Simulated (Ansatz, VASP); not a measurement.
**TePb (mix) in VASP and in Ansatz**

```
CELL_PARAMETERS angstrom
0.00000 3.28476 3.28476
3.28476 0.00000 3.28476
3.28476 3.28476 0.00000
ATOMIC_POSITIONS crystal
Te 0.50000 0.50000 0.50000
Pb 0.00000 0.00000 0.00000
```

Alike in both runs: functional PBE; k mesh 8 × 8 × 8; occupations gaussian, width 0.02 eV; no spin polarisation.

Ansatz relaxed the structure, and its values are those at the end. VASP's run is a single point on that final structure, the one shown.

|  | VASP | Ansatz |
| --- | --- | --- |
| version | VASP 6.6.1 | Ansatz 0.2.0 |
| potentials or method | VASP PAW PBE potentials, release 64 (Te, Pb_d) | scalar-relativistic, plane waves, PAW |
| plane-wave cutoff (eV) | 520 | 420 |
| valence electrons in the cell | 20 | 30 |

```tsv
	VASP	Ansatz	Ansatz less VASP
gap on the k mesh at the Fermi level (eV)	0.83	0.83	-0.004
least direct gap on the mesh (eV)	0.83	0.83	-0.004
pressure (GPa)	0.0	0.0	+0.04
```

The functional is the same, so the differences come from potentials, cutoffs and numerics. The two sets of potentials don't hold the same shells in valence.

Caveats: spin-orbit coupling is left out, which as a rule narrows the gap of such compounds by several tenths of an eV. A k mesh can miss the band edges.
